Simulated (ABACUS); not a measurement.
Ru, 2 atoms in the cell. Symmetry: P6_3/mmc, No. 194, hexagonal system. Conventional cell: a = 2.706 Å, b = 2.706 Å, c = 4.282 Å, α = 90.00°, β = 90.00°, γ = 120.00°. Around Ru (site symmetry -6m2) lie 12 Ru at 2.65 to 2.71 Å. 

| Property | Result |
| --- | --- |
| Program | ABACUS 3.10.1 |
| Task | single point |
| Functional | PBE |
| Potentials or basis | PseudoDojo NC SR 0.4.1 PBE standard |
| Cutoff | 1143 eV |
| Density cutoff | 4572 eV |
| Basis | plane waves |
| k mesh | 9 × 9 × 5 |
| Occupations | fermi-dirac, width 0.05 eV |
| Spin | no spin polarisation |
| Radial cutoff of the potentials (pseudo_rcut) | 10 bohr |
| SCF threshold on the density | 1e-08 |
| Max SCF steps | 100 |
| Eigensolver | dav |
| Mixing | broyden |
| Mixing share | 0.7 |
| Symmetry key | 1 |

Potentials or basis: PseudoDojo NC SR 0.4.1 PBE standard, plane waves.

Launch:

```console
$ OMP_NUM_THREADS=1 mpirun -np 4 abacus > log
```

Hardware: 4 MPI ranks on Intel(R) Xeon(R) 6975P-C (Granite Rapids) (shared host).

Task: Estimate the wall time of this run.

Result: Run time: 7.7 s on 4 MPI ranks on Intel(R) Xeon(R) 6975P-C (Granite Rapids), on a shared host, peak memory 0.24 GiB a rank. Counts: scf iterations 7, k points 36, bands 26, ranks 4.
